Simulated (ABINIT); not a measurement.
**Al2Pt: single point with PBE**

Crystal: Al2Pt.

```
CELL_PARAMETERS angstrom
0.00000 2.95500 2.95500
2.95500 0.00000 2.95500
2.95500 2.95500 0.00000
ATOMIC_POSITIONS crystal
Pt 0.00000 0.00000 0.00000
Al 0.75000 0.75000 0.75000
Al 0.25000 0.25000 0.25000
```

```json
{
  "Program": "ABINIT 10.8.3 (patched build)",
  "Task": "single point",
  "Functional": "PBE",
  "Potentials or basis": "PseudoDojo NC SR PBE v0.4.1 standard",
  "Cutoff": "1143 eV",
  "k mesh": "8 × 8 × 8",
  "Occupations": "fermi-dirac, width 0.05 eV",
  "Spin": "no spin polarisation"
}
```

* Pressure: 2.3 GPa
* Band gap on the k mesh: none (metal or under the smearing width)
* Valence electrons inside the program's atomic spheres: Pt 14.56; Al 0.90

Levels at points of the mesh, in eV from the Fermi level:
| k point | band 9 | band 10 | band 11 | band 12 | band 13 | band 14 | band 15 | band 16 |
| --- | --- | --- | --- | --- | --- | --- | --- | --- |
| (0.00, 0.00, 0.00) | -3.66 | -3.66 | 2.99 | 3.85 | 3.85 | 3.85 | 5.44 | 5.44 |
| (0.50, 0.00, 0.00) | -3.67 | -3.44 | -3.44 | 1.05 | 1.05 | 3.80 | 5.18 | 5.19 |
| (0.50, 0.50, 0.00) | -3.75 | -3.38 | -3.17 | -1.58 | -1.58 | 3.18 | 3.41 | 8.10 |

Wall time 89 s on 1 thread of Arm Neoverse V1 (shared host), peak memory 0.12 GiB.

The run has no spin-orbit coupling, so splittings on Pt are missing.
